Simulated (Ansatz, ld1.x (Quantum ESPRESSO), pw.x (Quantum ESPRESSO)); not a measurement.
pw.x on diamond Re: one setting changed

Potential: ultrasoft, ld1.x (Quantum ESPRESSO) 7.5, PBE; core [Kr] 4d10 4f14, reference 5s2 5p6 5d5 6s2 6p0; waves: 5s (bound): rcut 1.65, rcutus 1.75 bohr; 6s (bound): rcut 1.65, rcutus 1.75 bohr; 5p (bound): rcut 2.25, rcutus 2.40 bohr; 6p (bound, empty): rcut 2.25, rcutus 2.40 bohr; 5d (bound): rcut 1.55, rcutus 2.10 bohr; 5d channel at 2.55 Ry: rcut 1.55, rcutus 2.10 bohr; local part: all-electron potential smoothed inside 1.95 bohr (lloc = -1); core correction: Bessel-smoothed model core inside 1.85 bohr; augmentation: PSQ, inside the norm-conserving radii.

The reference run (k-mesh 8³, cutoffs 50/400 Ry, Fermi–Dirac 0.01 Ry, mixing_beta 0.4, conv_thr 1e-9, no spin) gives -2.42 GPa at 22.585 Å³/atom, where all-electron LAPW gives -0.13 GPa. This run, with its own iteration cap, changes k-mesh shift to 1.

```
&control
  calculation='scf', prefix='x', pseudo_dir='./', outdir='./tmp', tstress=.true., disk_io='none'
/
&system
  ibrav=0, nat=2, ntyp=1, ecutwfc=50, ecutrho=400, nbnd=24,
  occupations='smearing', smearing='fd', degauss=0.01
/
&electrons
  conv_thr=1e-09, mixing_beta=0.4, electron_maxstep=60
/
ATOMIC_SPECIES
Re 1.0 Re.UPF
CELL_PARAMETERS angstrom
  0.00000000 2.82665864 2.82665864
  2.82665864 0.00000000 2.82665864
  2.82665864 2.82665864 0.00000000
ATOMIC_POSITIONS crystal
Re 0.0000 0.0000 0.0000
Re 0.2500 0.2500 0.2500
K_POINTS automatic
8 8 8 1 1 1
```

```bash
pw.x < Re.scf.in > Re.scf.out
```

Problem. How does the run end?

Solution. It converges in 9 iterations; the free energy moves by +2.0 meV/atom and the pressure by +0.10 GPa.

```
Message from routine setup:
     using ibrav=0 with symmetry is DISCOURAGED, use correct ibrav instead
     lattice parameter (alat)  =       7.5542  a.u.
     unit-cell volume          =     304.8223 (a.u.)^3
     number of electrons       =        30.00
     number of Kohn-Sham states=           24
     kinetic-energy cutoff     =      50.0000  Ry
     charge density cutoff     =     400.0000  Ry
     scf convergence threshold =      1.0E-09
     Exchange-correlation= PBE
     number of k points=    60  Fermi-Dirac smearing, width (Ry)=  0.0100
     iteration #  1     ecut=    50.00 Ry     beta= 0.40
     total energy              =    -326.39914887 Ry
     estimated scf accuracy    <       0.06649371 Ry
     iteration #  2     ecut=    50.00 Ry     beta= 0.40
     total energy              =    -326.39644837 Ry
     estimated scf accuracy    <       0.01881906 Ry
     iteration #  3     ecut=    50.00 Ry     beta= 0.40
     total energy              =    -326.39786264 Ry
     estimated scf accuracy    <       0.00051684 Ry
     iteration #  4     ecut=    50.00 Ry     beta= 0.40
     c_bands:  1 eigenvalues not converged
     total energy              =    -326.39808836 Ry
     estimated scf accuracy    <       0.00011670 Ry
     iteration #  5     ecut=    50.00 Ry     beta= 0.40
     total energy              =    -326.39811383 Ry
     estimated scf accuracy    <       0.00000400 Ry
     iteration #  6     ecut=    50.00 Ry     beta= 0.40
     total energy              =    -326.39811675 Ry
     estimated scf accuracy    <       0.00000043 Ry
     iteration #  7     ecut=    50.00 Ry     beta= 0.40
     total energy              =    -326.39811688 Ry
     estimated scf accuracy    <       0.00000009 Ry
     iteration #  8     ecut=    50.00 Ry     beta= 0.40
     total energy              =    -326.39811691 Ry
     estimated scf accuracy    <       0.00000002 Ry
     iteration #  9     ecut=    50.00 Ry     beta= 0.40
     the Fermi energy is    13.8007 ev
!    total energy              =    -326.39811692 Ry
     estimated scf accuracy    <          6.3E-10 Ry
     smearing contrib. (-TS)   =      -0.00648574 Ry
     The total energy is F=E-TS. E is the sum of the following terms:
     one-electron contribution =    -134.44279120 Ry
     hartree contribution      =      74.28146714 Ry
     xc contribution           =     -39.32691915 Ry
     ewald contribution        =    -226.90338797 Ry
     convergence has been achieved in   9 iterations
          total   stress  (Ry/bohr**3)                   (kbar)     P=      -23.26
     Message from routine punch:
     Nothing written, as per user request (disk_io='none')
```

The run took about 58 s on one core of a shared host (Neoverse-V1, 32 threads, 247 GiB, load 15).
